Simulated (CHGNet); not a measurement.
**Wurtzite BeO**

The numbers are results of the machine-learned potential CHGNet-r²SCAN (trained on r²SCAN data), not measurements.

Cell: relaxed at this level.

- lattice parameter a: 2.688 Å
- c axis length: 4.404 Å

Measured, for comparison: lattice constant a 2.698 Å, lattice parameter c 4.377 Å (temperature not stated, no zero-point or thermal correction; as tabulated in Wikipedia's data pages). Computed (rounded) less measured: lattice constant a -0.4 %, lattice parameter c +0.6 %. A static lattice is as a rule a little smaller and stiffer than an uncorrected measurement, which narrows the difference in the lattice constant a and would widen misses of the other sign.

A machine-learned potential is trained on density-functional data: it inherits that level's misses and adds fitting errors of its own.
